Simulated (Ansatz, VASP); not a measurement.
CdSe (Cadmoselite) in VASP and in Ansatz

```
CELL_PARAMETERS angstrom
4.38434 0.00000 0.00000
-2.19217 3.79695 0.00000
0.00000 0.00000 7.15768
ATOMIC_POSITIONS crystal
Cd 0.66667 0.33333 0.50000
Cd 0.33333 0.66667 0.00000
Se 0.66667 0.33333 0.88500
Se 0.33333 0.66667 0.38500
```

Alike in both runs: task single point; functional r2SCAN; k mesh 7 × 7 × 4; occupations fermi-dirac, width 0.05 eV; no spin polarisation.

|  | VASP | Ansatz |
| --- | --- | --- |
| version | VASP 6.6.1 | Ansatz 0.2.0 |
| potentials or method | VASP PAW PBE potentials, release 64 (Cd, Se) | Ansatz PAW |
| plane-wave cutoff (eV) | 520 | 500 |
| valence electrons in the cell | 36 | 72 |

```csv
,VASP,Ansatz,Ansatz less VASP
gap on the k mesh at the Fermi level (eV),1.04,1.06,+0.012
least direct gap on the mesh (eV),1.04,1.06,+0.012
pressure (GPa),-1.2,-1.4,-0.21
largest component of the traceless stress (GPa),0.95,0.92,-0.032
rms of the force components (eV/Å),0.132,0.128,-0.0035
```

Atom by atom the forces differ by 0.004 eV/Å (rms over components). The functional is the same, so the differences come from potentials, cutoffs and numerics. The two sets of potentials don't hold the same shells in valence.

Caveats: the PAW data sets were made with another functional, which shifts forces and pressure a little (VASP); odd divisions of the mesh miss points on the zone boundary, where band edges often lie, so the gap on the mesh can be too wide (Ansatz); the PAW data sets come from PBE, with cores solved anew for the run's functional, which leaves a small shift of forces and pressure (Ansatz). r2SCAN opens gaps a little over a GGA but as a rule still falls short of measured ones.
